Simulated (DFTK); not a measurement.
A run of DFTK 0.8.2 is set up as follows.

Contents of run.jl:

```julia
using DFTK
using PseudoPotentialData
using Unitful, UnitfulAtomic
using LinearAlgebra, Printf
include("save.jl")
disable_threading()

# lattice vectors are the columns
lattice = austrip(1u"Å") * [           0.0        3.14647        3.14647;
                  3.14647            0.0        3.14647;
                  3.14647        3.14647            0.0]
symbols   = [:K, :Cl]
positions = [[0.0, 0.0, 0.0],
             [0.5, 0.5, 0.5]]
pseudopotentials = Dict(:Cl => "Cl.upf", :K => "K.upf")
elements = Dict(s => ElementPsp(s, pseudopotentials; rcut=10.0) for s in unique(symbols))
atoms    = [elements[s] for s in symbols]

build_model(lattice, positions; symmetries=true) =
    model_DFT(lattice, atoms, positions;
              functionals=[:mgga_x_task, :lda_c_pw],
              temperature=austrip(0.05u"eV"),
              smearing=Smearing.FermiDirac(),
              symmetries)
Ecut  = 45.0  # hartree
kgrid = [5, 5, 5]
tol   = 1e-6
to_GPa = ustrip(uconvert(u"GPa", 1u"hartree/bohr^3"))

model = build_model(lattice, positions)
basis = PlaneWaveBasis(model; Ecut, kgrid)
display(basis)
scfres = self_consistent_field(basis;
                               tol,
                               nbandsalg=AdaptiveBands(model; n_bands_converge=13))
display(scfres.energies)
@printf "Fermi level: %.6f eV\n" ustrip(auconvert(u"eV", something(scfres.εF, NaN)))
forces = compute_forces_cart(scfres)
println("Forces (eV/Å)")
for (s, f) in zip(symbols, forces)
    @printf "%-3s %12.6f %12.6f %12.6f\n" s ustrip.(auconvert.(u"eV/Å", f))...
end
stress = compute_stresses_cart(scfres)
println("Stress (GPa)")
display(round.(stress * to_GPa; digits=4))
println("Levels at the first k-point (eV): ", round.(ustrip.(auconvert.(u"eV", scfres.eigenvalues[1][1:scfres.n_bands_converge])); digits=4))
save_scf!(scfres; forces, stress)

points = Dict("G" => [0.0, 0.0, 0.0], "K" => [0.375, 0.375, 0.75], "L" => [0.5, 0.5, 0.5], "U" => [0.625, 0.25, 0.625], "W" => [0.5, 0.25, 0.75], "X" => [0.5, 0.0, 0.5])
segments = [("G", "X", 7), ("X", "W", 4), ("W", "K", 3), ("K", "G", 7), ("G", "L", 6), ("L", "U", 4), ("U", "W", 3), ("W", "L", 5), ("L", "K", 4), ("U", "X", 3)]
kcoords = vcat([[points[a] + t * (points[b] - points[a]) for t in range(0, 1, n)] for (a, b, n) in segments]...)
bands = compute_bands(scfres, ExplicitKpoints(kcoords); n_bands=15, tol=1e-5)
for (k, ε) in zip(bands.basis.kpoints, bands.eigenvalues)
    @printf "%d %8.4f %8.4f %8.4f " k.spin k.coordinate...
    println(join([@sprintf("%9.4f", e) for e in ustrip.(auconvert.(u"eV", ε .- scfres.εF))]))
end
results["band_energies"] = rows(bands.eigenvalues); results["band_kpoints"] = rows(kcoords)
```

Potentials or basis: SG15 1.2 (PBE).

Launch:

```bash
$ julia --threads=1 run.jl  # save.jl only writes the numbers to a file and isn't shown; printed stress counts tension as positive; times include loading and compiling
```

(1) What does it give for the band gap along the path?

(2) What does it give for the band gap on the k mesh?

(3) Estimate the pressure.

Results:

(1) 8.49 eV, direct.

(2) 8.49 eV, direct.

(3) 6.5 GPa.

Caveat: the potentials were made for another functional, which shifts forces and pressure.

**The experiment to reproduce.**

From a printed reference work, monograph, for a bulk crystal of KCl: band gap 8.68 eV.

Measured gap of KCl: 8.68 eV (a printed reference work, monograph). This calculation gives 8.49 eV (-0.19 eV). The value is that of TASK, without temperature or zero-point motion.
